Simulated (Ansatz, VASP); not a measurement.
**Two plane-wave programs on Be**

```xyz
1
Lattice="-1.3613 1.3613 1.0618 1.3613 -1.3613 1.0618 1.3613 1.3613 -1.0618" Properties=species:S:1:pos:R:3 pbc="T T T"
Be    0.0000    0.0000    0.0000
```

Alike in both runs: task single point; functional PBEsol; k mesh 30 × 30 × 30; occupations gaussian, width 0.15 eV; no spin polarisation.

|  | VASP | Ansatz |
| --- | --- | --- |
| version | VASP 6.6.1 | Ansatz 0.2.0 |
| potentials or method | VASP PAW PBE potentials, release 64 (Be) | scalar-relativistic, plane waves, PAW |
| plane-wave cutoff (eV) | 520 | 420 |
| valence electrons in the cell | 2 | 2 |

Ansatz gave:

* gap on the k mesh at the Fermi level (eV): none
* pressure (GPa): 5.1
* largest component of the traceless stress (GPa): 25.45

**Question.** Which values does VASP return?

**Answer.** gap on the k mesh at the Fermi level (eV): none; pressure (GPa): 5.4; largest component of the traceless stress (GPa): 25.57.

A gap of «none» marks a metal or a gap that the smearing closes.

Caveats: the PAW data sets were made with another functional, which shifts forces and pressure a little (VASP).
